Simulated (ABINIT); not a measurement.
Crystal: GaN.

```
Ga N
1.0
     0.00000    2.25350    2.25350
     2.25350    0.00000    2.25350
     2.25350    2.25350    0.00000
Ga N
1 1
Direct
  0.00000 0.00000 0.00000
  0.25000 0.25000 0.25000
```

The cell is a database's computed one.

Base run:

| Property | Result |
| --- | --- |
| Program | ABINIT 10.8.3 (patched build) |
| Functional | WC |
| Potentials or basis | JTH PAW PBE v2.0 |
| Cutoff | 844 eV |
| k mesh | 10 × 10 × 10 |
| Occupations | fermi-dirac, width 0.05 eV |
| Spin | no spin polarisation |

Its results: band gap on the k mesh 1.65 eV, direct; pressure -0.4 GPa.

Question: The run is repeated on the same cell with these changes: functional from WC to AM05. What comes out?

Answer: Band gap on the k mesh 1.75 eV, direct; pressure -0.3 GPa.

Caveats: the PAW data sets were made with another functional, which shifts forces and pressure a little.

